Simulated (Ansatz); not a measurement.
## NaCl in Ansatz: the effect of exact exchange

NaCl:

```
Cl Na
1.0
     0.00000    2.79406    2.79406
     2.79406    0.00000    2.79406
     2.79406    2.79406    0.00000
Cl Na
1 1
Direct
  0.50000 0.50000 0.50000
  0.00000 0.00000 0.00000
```

The cell is a database's computed one.

Alike in all runs:

```yaml
Program: Ansatz 0.2.0
Task: single point
Functional: HSE(alpha, omega)
Potentials_or_basis: all-electron PAW datasets made for the crystal
Cutoff: 200 eV (chosen from the basis error)
k_mesh: 4 × 4 × 4
Occupations: fermi-dirac, width 0.05 eV
Spin: no spin polarisation
```

| exact exchange | gap on the mesh (eV) | pressure (GPa) |
| --- | --- | --- |
| 0.05 | ? | ? |
| 0.1 | 5.77 | 1.3 |
| 0.15 | 6.05 | 1.2 |
| 0.2 | 6.34 | 1.1 |
| 0.25 | 6.62 | 1.0 |
| 0.3 | 6.91 | 0.8 |
| 0.4 | 7.48 | 0.6 |
| 0.5 | 8.07 | 0.4 |

**Question.** What does the run with exact exchange 0.05 give?

**Answer.** gap on the mesh 5.49 eV; pressure 1.5 GPa.

Worked out: A straight line through the other rows of the gap on the mesh, of slope 5.74 eV per unit of exact exchange, extrapolates to 5.48 eV, against the run's 5.49. A straight line through the other rows of the pressure, of slope -2.32 GPa per unit of exact exchange, extrapolates to 1.4 GPa, against the run's 1.5.

Caveats: all runs use coarse meshes.

Runs at the PBE level aren't shown here.
